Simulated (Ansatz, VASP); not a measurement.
# BP in two plane-wave programs

One calculation is typed for both programs; each brings its own data sets and cutoff. How far apart do they land?

Calculated with Ansatz 0.2.0; plane waves, with VASP 6.6.1 beside it; single point at PBEsol.

## (1) Set-up

The structure is cubic, space group F-43m (No. 216). Conventional cell: a = 4.538 Å, b = 4.538 Å, c = 4.538 Å, α = 90.00°, β = 90.00°, γ = 90.00°. Nearest to P lie 4 B at 1.97 Å. Nearest to B lie 4 P at 1.97 Å. Farther neighbours are not listed.

Structure file:

```cif
data_structure
_symmetry_space_group_name_H-M 'P 1'
_symmetry_Int_Tables_number 1
_cell_length_a 3.2089
_cell_length_b 3.2089
_cell_length_c 3.2089
_cell_angle_alpha 60.000
_cell_angle_beta 60.000
_cell_angle_gamma 60.000
_cell_volume 23.36
loop_
_atom_site_label
_atom_site_type_symbol
_atom_site_fract_x
_atom_site_fract_y
_atom_site_fract_z
_atom_site_occupancy
P1 P 0.75000 0.75000 0.75000 1
B2 B 0.00000 0.00000 0.00000 1
```

## (2) VASP: single point, PBEsol

With cell and atoms fixed, the geometry can't cause a difference; cores, projectors, grids and the points listed under the comparison can.

Lines of VASP's logs that name or quote its potential files are left out, and so is its time.

File INCAR:

```
SYSTEM = BP
PREC = Accurate
ENCUT = 420
EDIFF = 1E-05
NELM = 100
ISMEAR = 0
SIGMA = 0.05
LREAL = .FALSE.
ALGO = Normal
GGA = PS
NBANDS = 10
LORBIT = 11
LWAVE = .FALSE.
LCHARG = .FALSE.
KPAR = 4
```

File POSCAR:

```
BP
1.0
    0.0000000000      2.2690000000      2.2690000000
    2.2690000000      0.0000000000      2.2690000000
    2.2690000000      2.2690000000      0.0000000000
P B
1 1
Direct
    0.7500000000      0.7500000000      0.7500000000
    0.0000000000      0.0000000000      0.0000000000
```

File KPOINTS:

```
Automatic mesh
0
Gamma
12 12 12
0 0 0
```

Potentials, in the order of the species: P and B (PBE family, release 64).

On the command line:

```bash
$ mpirun -np 4 vasp_std
```

Numbers of over 12 decimals in the logs are rounded to 6 here.

Log:

```text
[banner, memory and clock lines left out]
running    4 mpi-ranks, on    1 nodes
 distrk:  each k-point on    1 cores,    4 groups
 distr:  one band on    1 cores,    1 groups

 POSCAR found type information on POSCAR P B
 POSCAR found :  2 types and       2 ions
|                                                                             |
|               ----> ADVICE to this user running VASP <----                  |
|                                                                             |
|     You enforced a specific xc type in the INCAR file but a different       |
|     [... a line on the potential file left out ...]
|     I HOPE YOU KNOW WHAT YOU ARE DOING!                                     |
|                                                                             |

 LDA part: xc-table for (Slater+PW92), standard interpolation
 POSCAR, INCAR and KPOINTS ok, starting setup
 FFT: planning ... GRIDC
 FFT: planning ... GRID_SOFT
 FFT: planning ... GRID
 WAVECAR not read
 entering main loop
       N       E                     dE             d eps       ncg     rms          rms(c)
DAV:   1     0.574818557362E+01    0.57482E+01   -0.35557E+03  1440   0.607E+02
DAV:   2    -0.138596662122E+02   -0.19608E+02   -0.18536E+02  2052   0.993E+01
DAV:   3    -0.143779941932E+02   -0.51833E+00   -0.51702E+00  1710   0.150E+01
DAV:   4    -0.143802058893E+02   -0.22117E-02   -0.22115E-02  1782   0.112E+00
DAV:   5    -0.143802166586E+02   -0.10769E-04   -0.10769E-04  1750   0.730E-02    0.702E+00
DAV:   6    -0.137800375222E+02    0.60018E+00   -0.13448E+00  1614   0.528E+00    0.377E+00
DAV:   7    -0.136812847020E+02    0.98753E-01   -0.24454E-01  1834   0.259E+00    0.121E+00
DAV:   8    -0.136718359837E+02    0.94487E-02   -0.27187E-02  1686   0.942E-01    0.179E-01
DAV:   9    -0.136719604270E+02   -0.12444E-03   -0.65255E-04  1628   0.187E-01    0.101E-01
DAV:  10    -0.136720215967E+02   -0.61170E-04   -0.12501E-04  1670   0.701E-02    0.228E-02
DAV:  11    -0.136720251560E+02   -0.35592E-05   -0.39573E-06   998   0.137E-02
   1 F= -.13672025E+02 E0= -.13672025E+02  d E =-.193951E-18
```

Parts of OUTCAR (step 2):

```text
ion  position               nearest neighbor table
   1  0.750  0.750  0.750-   2 1.97   2 1.97   2 1.97   2 1.97
   2  0.000  0.000  0.000-   1 1.97   1 1.97   1 1.97   1 1.97

  LATTYP: Found a face centered cubic cell.
 ALAT       =     4.5380000000

 Subroutine GETGRP returns: Found 24 space group operations
 (whereof 24 operations were pure point group operations)

The static configuration has the point symmetry T_d .

 Found     72 irreducible k-points:

   k-points           NKPTS =     72   k-points in BZ     NKDIM =     72   number of bands    NBANDS=     10

   dimension x,y,z NGX =    24 NGY =   24 NGZ =   24
   dimension x,y,z NGXF=    48 NGYF=   48 NGZF=   48

   ENCUT  =  420.0 eV  30.87 Ry    5.56 a.u.   5.36  5.36  5.36*2*pi/ulx,y,z

   NELECT =       8.0000    total number of electrons

 k-points in reciprocal lattice and weights: Automatic mesh
   0.00000000  0.00000000  0.00000000       0.001
   0.08333333  0.00000000  0.00000000       0.005
   0.16666667  0.00000000  0.00000000       0.005
   0.25000000  0.00000000  0.00000000       0.005
   0.33333333  0.00000000  0.00000000       0.005
   0.41666667  0.00000000  0.00000000       0.005
   0.50000000  0.00000000  0.00000000       0.002
   0.08333333  0.08333333  0.00000000       0.003
   0.16666667  0.08333333  0.00000000       0.014
[...]
-0.33333333  0.50000000  0.16666667       0.007
  -0.25000000  0.50000000  0.25000000       0.003

 average (electrostatic) potential at core
       1 -81.1742       2 -24.8756

 E-fermi :   7.6933

 k-point     1 :       0.0000    0.0000    0.0000
  band No.  band energies     occupation
      1      -8.0929      2.00000
      2       7.4053      2.00000
      3       7.4053      2.00000
      4       7.4053      2.00000
      5      10.7620      0.00000
      6      10.7620      0.00000
      7      10.7620      0.00000
      8      14.7480      0.00000
      9      18.6474      0.00000
    ...

 k-point     2 :       0.0833    0.0000    0.0000
  band No.  band energies     occupation
      1      -7.9673      2.00000
      2       6.4348      2.00000
      3       7.1887      2.00000
      4       7.1887      2.00000
      5      11.0608      0.00000
      6      11.0608      0.00000
      7      11.1149      0.00000
      8      15.1145      0.00000
      9      18.9731      0.00000
    ...

 k-point     3 :       0.1667    0.0000    0.0000
  band No.  band energies     occupation
      1      -7.5935      2.00000
      2       4.5467      2.00000
      3       6.7335      2.00000
      4       6.7335      2.00000
      5      11.3772      0.00000
      6      11.6729      0.00000
      7      11.6729      0.00000
      8      16.0182      0.00000
      9      18.2880      0.00000
    ...

  Total       -0.2609336     -0.2609336     -0.2609336      0.0000000      0.0000000      0.0000000
  in kB      -17.8939874    -17.8939874    -17.8939874      0.0000000      0.0000000      0.0000000
  external PRESSURE =     -17.8939874 kB  Pullay stress =       0.0000000 kB

  energy-cutoff  :      420.00
  volume of cell :       23.36
      direct lattice vectors                 reciprocal lattice vectors
     0.000000000  2.269000000  2.269000000    -0.220361393  0.220361393  0.220361393
     2.269000000  0.000000000  2.269000000     0.220361393 -0.220361393  0.220361393
     2.269000000  2.269000000  0.000000000     0.220361393  0.220361393 -0.220361393

 POSITION                                       TOTAL-FORCE (eV/Angst)
 -----------------------------------------------------------------------------------
      3.40350      3.40350      3.40350         0.000000      0.000000      0.000000
      0.00000      0.00000      0.00000        -0.000000     -0.000000     -0.000000
 -----------------------------------------------------------------------------------
    total drift:                               -0.000000     -0.000000     -0.000000

  FREE ENERGIE OF THE ION-ELECTRON SYSTEM (eV)
  ---------------------------------------------------
  free  energy   TOTEN  =       -13.6720251560 eV

  energy  without entropy=      -13.6720251560  energy(sigma->0) =      -13.67202516

 total charge
# of ion       s       p       d       tot
------------------------------------------
    1        0.990   1.569   0.000   2.559
    2        0.664   1.268   0.000   1.931
--------------------------------------------------
tot          1.653   2.837   0.000   4.490

[... 3 further parts left out ...]
```

The run ends at a pressure of -1.79 GPa.

## (3) Ansatz: single point, PBEsol

Ansatz runs on its default PAW (the set named soft_2) files.

The same cell, functional, mesh and smearing now go to Ansatz, which takes its cutoff from its data sets.

File input.yaml:

```yaml
crystal:
  lattice:
    - [0.0, 2.269, 2.269]
    - [2.269, 0.0, 2.269]
    - [2.269, 2.269, 0.0]
  atoms:
    - { symbol: P, position: [0.75, 0.75, 0.75] }
    - { symbol: B, position: [0.0, 0.0, 0.0] }
hamiltonian:
  xc: pbesol
  pseudopotentials: { kind: paw }
kpoints:
  mp_grid: { grid: [12, 12, 12] }
scf:
  occupations: { method: gaussian, width: 0.05 }
  n_extra_bands: 4
output:
  forces: true
  stress: true
  eigenvalues: true
  write_density: true
  write_potential: true
  elf: true
  volumetric_format: npy
```

On the command line:

```bash
$ ansatz run input.yaml --threads 2 --pin off --max-ram 4608MiB --backend cpu --events-out ev --progress --plain --runs-dir out
```

Log:

```text
scf.n_extra_bands = 4 over 4 filled bands (N_el = 8.0): the run solves 8 bands
Engine: ansatz 0.2.0, aarch64-unknown-linux-gnu
Pseudopotentials: kind: paw
Pseudopotential: P, paw, valence charge 5, recommended cutoff 420 eV (normal), P.paw.azcp
Pseudopotential: B, paw, valence charge 3, recommended cutoff 420 eV (normal), B.paw.azcp
Functional definition: PBEsol
  exchange = pbesol_x
  correlation = pbesol_c
Crystal: 2 atoms, lattice volume = 23.363 Å³
Basis set: ecut = 420 eV, 459 PW (Γ), exchange–correlation on 48×48×48 points (8 copies of the dense FFT grid, shifted against one another)
Bands: 8, of which v1, the nominal top of the filled ones, is band 4 counted from 1 (3 counted from 0)
Symmetry: 24 space group operations
Space group: F-43m (ITA 216), of the structure as read, at distance tolerance 2.9e-5 Å
k-points: 72 of 1728 (time reversal used)
Non-local potential: P, projectors of the file, l = 0: 2, l = 1: 2, l = 2: 2
Non-local potential: B, projectors of the file, l = 0: 2, l = 1: 2, l = 2: 1
PAW form: soft (Blöchl's): semilocal exchange-correlation on the pseudo side does not see the compensation charge
PAW frozen core: P, regenerated for the run's functional, and the local potential with it (the file was generated under x = pbe(κ = 0.804, μ = 0.219515), c = pbe(β = 0.066725))
PAW frozen core: B, regenerated for the run's functional, and the local potential with it (the file was generated under x = pbe(κ = 0.804, μ = 0.219515), c = pbe(β = 0.066725))
PAW one-centre angular grid: P, 110 points (default); XC on 64 Gauss nodes
PAW one-centre angular grid: B, 110 points (default); XC on 64 Gauss nodes
Initial density: superposition of atomic densities (neutral atoms: chi_scale 0, normalization atom), corrected by the library's trained network
Initial wavefunctions: pseudopotential atomic-orbital guess
Functional: x = pbesol(κ = 0.804, μ = 0.123457), c = pbesol(β = 0.046)
SCF iter   1: F=—  HF=-893.589252 eV  |F-HF|=—  |Δ(HF+E_count)|=         —  Δρ=4.59e-3  dr2=6.08e-3  ethr=1.77e-3  ⟨swp⟩=6.1  Hψ=5353  notcnv=0
preconditioner: auto → none  [insulator: Δε(μ)=1.094 eV  Ē_g=12.742 eV  σ=0.050 eV  W_gap=1.00  n_scr=0 (ndim 8)  ℏωp=21.7 eV  f_vac=0.000  D(μ)=0.00/eV (n_scr^D=0)  ε∞_Penn≈3.9]
SCF iter   2: F=—  HF=-893.587862 eV  |F-HF|=—  |Δ(HF+E_count)|=   1.39e-3  Δρ=1.66e-3  dr2=7.12e-4  ethr=7.61e-5  ⟨swp⟩=2.2  Hψ=1374  notcnv=0
SCF iter   3: F=—  HF=-893.587691 eV  |F-HF|=—  |Δ(HF+E_count)|=   1.71e-4  Δρ=5.41e-4  dr2=6.20e-5  ethr=8.90e-6  ⟨swp⟩=2.3  Hψ=864  notcnv=0
SCF iter   4: F=—  HF=-893.587691 eV  |F-HF|=—  |Δ(HF+E_count)|=   4.69e-7  Δρ=1.28e-4  dr2=2.18e-6  ethr=7.75e-7  ⟨swp⟩=2.0  Hψ=864  notcnv=0
SCF iter   5: F=—  HF=-893.587692 eV  |F-HF|=—  |Δ(HF+E_count)|=   9.92e-7  Δρ=3.49e-5  dr2=3.66e-7  ethr=2.72e-8  ⟨swp⟩=2.2  Hψ=818  notcnv=0
SCF iter   6: F=-893.587691 eV  HF=-893.587691 eV  |F-HF|=2.95e-8  |Δ(HF+E_count)|=   1.06e-7  Δρ=1.18e-5  dr2=4.02e-8  ethr=1.25e-9  ⟨swp⟩=9.0  Hψ=3916  notcnv=0
SCF 1 converged in 6 iterations: F = -893.587691 eV  dr2 = 4.02e-8
  greatest PAW one-centre occupation: 0.771 electrons in one spin orbital (limit 2), on the P atom at site 0 (counted from 0), in its partial waves of l = 0
SCF converged after 6 iterations
Free energy (F): -893.587691 eV
Harris-Foulkes:  -893.587691 eV  (|F-HF|=2.95e-8)
Internal energy: -893.587691 eV  (E = F + TS)
E sigma→0 (E₀):  -893.587691 eV
Fermi energy:    9.787440 eV
--- Per-component energies (eV) ---
  E_band       = 21.681898
  E_kinetic    = 121.377106
  E_local      = -67.677718  (includes V_loc(G=0)·N_el)
  E_nonlocal   = 45.209231
  E_hartree    = 16.732123
  E_xc         = -94.180550
  E_vxc        = -100.346644  (∫ρ·V_xc dr)
  E_paw        = -629.617173  (= ΣΔE_a)
  E_vpaw       = -10.344123  (= ΣTr[D̂ρ^β])
  E_aug_tail   = 0.000000  (compensation charges beyond the density's cutoff)
  E_ewald      = -285.491518
  E_core_change = 0.060807  (= ΣΔE_core)
  E_smearing   = -0.000000  (= −TS)
  E_closure    = -0.000000  (closes the sum)
  Σ components = -893.587691   (vs F -893.587691, Δ=0.00e0)
--- Forces (eV/Å), atoms counted from 1 ---
  atom   1  P      0.00000000     0.00000000     0.00000000
  atom   2  B     -0.00000000     0.00000000     0.00000000
  max |Σ_I F_I| component: 3.33e-16 eV/Å
--- Stress (GPa, compression-positive) ---
       -1.962037      -0.000000      -0.000000
       -0.000000      -1.962037       0.000000
       -0.000000       0.000000      -1.962037
  P = ⅓ Tr σ = -1.9620 GPa (-19.620 kbar)
--- Band table (eV; the first three rows and the last of 72) ---
  k-point 0: bands = ["-6.2626", "9.2235", "9.2235", "9.2235", "12.5859", "12.5859", "12.5859", "16.5634"]
  k-point 1: bands = ["-6.1371", "8.2566", "9.0081", "9.0081", "12.8828", "12.8828", "12.9340", "16.9306"]
  k-point 2: bands = ["-5.7636", "6.3718", "8.5548", "8.5548", "13.1912", "13.4912", "13.4912", "17.8349"]
  k-point 71: bands = ["-1.1063", "1.1754", "3.4891", "3.6930", "14.4500", "15.8558", "16.4058", "16.6283"]
```

Wall time 2.7 s (2 threads of Arm Neoverse N1, shared host); peak memory 0.28 GiB; 4 s of CPU time.

The run ends at a pressure of -1.96 GPa.

## (4) Comparison

Known differences besides the potentials themselves: Ansatz makes its cores anew for this functional, VASP keeps those of its PBE data sets; VASP leaves aspherical gradient terms in its spheres out (LASPH is not set), Ansatz keeps them. Total energies have different zeros and are not compared.

The two programs side by side:

| quantity | Ansatz | VASP | difference |
| --- | --- | --- | --- |
| pressure (GPa) | -1.96 | -1.79 | -0.17 |
| pressure without Ansatz's Pulay correction (GPa) | -2.09 | -1.79 | -0.31 |
| gap on the k mesh (eV) | 1.129 | 1.126 | +0.004 |

A gap on the mesh is an upper bound, since the band edges may lie between its points. Ansatz's pressure holds a Pulay correction of 0.13 GPa; VASP's holds none.

## (5) What came out

- difference in gap on the k mesh (single point, PBEsol): 0.0038 eV

In words: The difference in gap on the k mesh is 0.0038 eV (single point, PBEsol), within the 0.08 eV picked in this series as the mark of a large difference. Such differences can come from data sets, numerical settings and the points named under the comparisons, not from the functional's error against experiment.

[Lines on the potential files, build, host, timing and source positions are cut from VASP's logs without a mark.]

[Logs are printed without paths, hosts, clocks, repeated set-up lines and the standing remarks that a program may print on its own settings, such as how far it seeks lower states.]

[Hosts, paths, dates, database ids (printed as entryN), source tags and the programs' standing remarks are cut or masked in the printed files.]
